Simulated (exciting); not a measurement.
A run of exciting (release sodium) is set up as follows.

The input input.xml:

```xml
<input>
  <title>Ni</title>
  <structure speciespath="./" tshift="false" cartesian="true">
    <crystal scale="1">
      <basevect>0.000000000000 4.499286189285 0.000000000000</basevect>
      <basevect>-3.896496138943 -2.249643094737 0.000000000000</basevect>
      <basevect>0.000000000000 0.000000000000 7.485521016940</basevect>
    </crystal>
    <species speciesfile="Ni.xml" rmt="2">
      <atom coord="-1.298832046184 2.249643094836 5.614140762705" bfcmt="0 0 -8"/>
      <atom coord="-2.597664092758 -0.000000000288 1.871380254235" bfcmt="0 0 8"/>
    </species>
  </structure>
  <groundstate do="fromscratch" ngridk="12 12 7" rgkmax="9" gmaxvr="14" lmaxapw="10" lmaxmat="10" lmaxvr="8" xctype="LDA_PW" stype="Methfessel-Paxton 1" swidth="0.00183747" nempty="28" ValenceRelativity="iora*" epsengy="1e-05" epspot="1e-05" maxscl="90" tforce="true" outputlevel="normal">
    <spin reducebf="0.5"/>
  </groundstate>
</input>
```

Potentials or basis: all-electron LAPW+lo, shipped species files, valence relativity iora*.

Command:

```console
$ OMP_NUM_THREADS=1 exciting_smp
```

Problem. What does it give for the band gap on the k mesh?

Solution. None (metal or under the smearing width).

Problem. Estimate the site moments.

Solution. Ni +0.18, -0.18 μB.

Problem. Predict the net moment.

Solution. 0.00 μB per cell.
